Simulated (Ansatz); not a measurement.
## KBr (Fm-3m), a sublattice moved along a line

Computed with Ansatz 0.2.0, DFT r2SCAN, scalar-relativistic, plane waves, PAW. Settings: plane waves to 500 eV, k-mesh 6×6×6 (Γ-centred), Gaussian smearing 0.05 eV. No spin polarisation. Energies are free energies at this smearing, counted from the undisturbed cell; pressure is positive in compression.

Zero of the scan (as given, not relaxed at this level; it stands at 0.2 GPa):

```
CELL_PARAMETERS angstrom
0.00000 3.29250 3.29250
3.29250 0.00000 3.29250
3.29250 3.29250 0.00000
ATOMIC_POSITIONS crystal
K 0.00000 0.00000 0.00000
Br 0.50000 0.50000 0.50000
```

Every K atom is moved by x along the Cartesian unit vector (0.000, 0.000, -1.000); the cell and all other atoms stay fixed.

```csv
x (Å),ΔE (meV/cell),force along x on the moved atoms (eV/Å),gap on the mesh (eV)
-0.3000,69.6,0.52,5.12
-0.1500,15.8,0.22,5.10
0.0000,0.0,0.00,5.10
0.0375,1.0,-0.05,5.10
0.0750,3.9,-0.10,5.10
0.1125,8.8,-0.16,5.10
0.1875,25.2,-0.28,5.11
0.2250,37.1,-0.35,5.11
0.2625,51.8,-0.43,5.11
```

By symmetry 0.3000 repeats -0.3000, -0.2250 repeats 0.2250, 0.1500 repeats -0.1500, -0.0750 repeats 0.0750 in energy, with the opposite slope along the path.